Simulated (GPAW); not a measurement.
Input of a GPAW 26.7.0 run:

run.py

```python
from ase import Atoms
from ase.filters import FrechetCellFilter
from ase.io import write
from ase.optimize import BFGS
from ase.units import GPa
from gpaw import GPAW, PW, setup_paths

setup_paths.insert(0, '.')

atoms = Atoms(['Ga', 'Ga'],
              cell=[[1.383, -4.0265, 0.0],
                    [1.383, 4.0265, 0.0],
                    [-0.1174474948, 0.0, 3.3299294416]],
              scaled_positions=[[0.131, 0.869, 0.75],
                                [0.869, 0.131, 0.25]],
              pbc=True)

calc = GPAW(mode=PW(600),
            xc='PBEsol',
            kpts={'size': (7, 7, 6), 'gamma': True},
            occupations={'name': 'fermi-dirac', 'width': 0.05},
            nbands=10,
            convergence={'density': 1e-05, 'forces': 0.0001},
            maxiter=150,
            txt='gpaw.txt')
atoms.calc = calc
opt = BFGS(FrechetCellFilter(atoms, scalar_pressure=20 * GPa), trajectory='relax.traj', logfile='-')
done = opt.run(fmax=0.02, steps=60)
calc.write('gs.gpw')
write('result.traj', atoms)
print('Converged:', done)
print('Cell:', atoms.cell.cellpar().round(4))
print('Volume:', round(atoms.get_volume(), 4))
print(atoms.get_scaled_positions().round(5))
```

Potentials or basis: PAW data sets generated in the run's folder for this functional, pw.

The run is started by

```console
$ gpaw-setup -f PBEsol Ga
$ OMP_NUM_THREADS=1 python run.py
```

Question: Estimate the band gap on the k mesh.

Answer: None (metal or under the smearing width).

Question: Estimate the space group after relaxing (to 0.05 Å).

Answer: C2/c (No. 15).

Question: What does it give for the relaxed volume?

Answer: 14.94 Å³/atom.

Question: Estimate the relaxed cell.

Answer: a = 3.948 Å, b = 3.948 Å, c = 3.112 Å, α = 91.51°, β = 91.51°, γ = 141.84°.

Stress tensor (GPa, compression positive):
```
20.00  0.00 -0.11
 0.00 19.90  0.00
-0.11  0.00 19.82
```

Caveat: later steps reuse the first step's grids; the volume moved by over 15 % at a fixed basis, so the end points are rough; the program warned that so skewed a cell can give wrong results.
